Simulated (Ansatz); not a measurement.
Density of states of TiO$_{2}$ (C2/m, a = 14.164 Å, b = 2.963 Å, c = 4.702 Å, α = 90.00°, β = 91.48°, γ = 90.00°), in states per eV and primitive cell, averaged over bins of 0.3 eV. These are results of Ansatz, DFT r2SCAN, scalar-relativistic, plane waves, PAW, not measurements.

Plane waves to 500 eV, a k mesh through Γ of 8×6×8 on the computed 9-atom cell and Gaussian smearing (0.02 eV); no spin polarisation.

The cell is relaxed at this level. The states (both spins) are summed by tetrahedra on a 12×9×12 mesh at the self-consistent density. Energies are bin centres; the table starts no lower than −8 eV and ends at 6 eV, or lower where the solved bands end.

The gap is 2.64 eV at this level, with the zero inside it.

```csv
E − E_F (eV),total,O 2p,Ti 3d,O 2s,Ti 4s
-6.60,0.87,0.58,0.20,0.01,0.05
-6.30,2.82,1.90,0.71,0.03,0.11
-6.00,6.93,4.81,1.66,0.05,0.27
-5.70,9.47,6.75,2.31,0.06,0.18
-5.40,11.89,8.59,2.92,0.04,0.14
-5.10,8.60,6.06,2.32,0.05,0.07
-4.80,5.76,4.19,1.29,0.09,0.10
-4.50,5.51,4.23,0.97,0.09,0.10
-4.20,6.32,5.09,0.88,0.10,0.12
-3.90,5.51,4.48,0.78,0.08,0.07
-3.60,7.24,6.00,0.95,0.09,0.06
-3.30,10.01,8.55,1.10,0.10,0.05
-3.00,8.67,7.52,0.89,0.07,0.03
-2.70,8.09,7.04,0.86,0.05,0.03
-2.40,7.37,6.63,0.60,0.04,0.02
-2.10,8.31,7.72,0.43,0.04,0.01
-1.80,5.08,4.82,0.18,0.02,0.01
-1.50,1.53,1.46,0.05,0.00,0.00
-1.20,0.01,0.01,0.00,0.00,0.00
-0.90,0.00,0.00,0.00,0.00,0.00
-0.60,0.00,0.00,0.00,0.00,0.00
-0.30,0.00,0.00,0.00,0.00,0.00
0.00,0.00,0.00,0.00,0.00,0.00
0.30,0.00,0.00,0.00,0.00,0.00
0.60,0.00,0.00,0.00,0.00,0.00
0.90,0.00,0.00,0.00,0.00,0.00
1.20,0.01,0.00,0.01,0.00,0.00
1.50,5.18,0.33,4.77,0.02,0.03
1.80,9.15,0.82,8.16,0.04,0.06
2.10,10.50,1.21,9.08,0.05,0.07
2.40,12.62,1.55,10.84,0.05,0.05
2.70,10.35,1.62,8.49,0.03,0.06
3.00,8.03,1.90,5.84,0.03,0.05
3.30,2.97,0.75,2.09,0.01,0.02
3.60,1.20,0.32,0.79,0.01,0.00
3.90,0.00,0.00,0.00,0.00,0.00
4.20,0.67,0.08,0.48,0.08,0.00
4.50,7.38,1.02,5.24,0.84,0.02
4.80,2.96,0.56,2.02,0.27,0.01
5.10,5.89,1.28,3.94,0.45,0.02
5.40,8.12,2.17,5.29,0.39,0.03
5.70,6.07,1.93,3.85,0.12,0.02
```

The columns after the total are the main Löwdin projections on the occupied valence shells of the potentials; 2 others are left out. The rest of the total lies in those, in shells that are empty in the free atom, which aren't projected, and between the atoms.

A ferromagnetic start lost its moments in a first run, so spin was left out; other magnetic orders weren't tried.

This form isn't the usual stable structure of the compound.

Cost: 1 run of about 19 core-minutes, on Arm Neoverse V1 (shared hosts).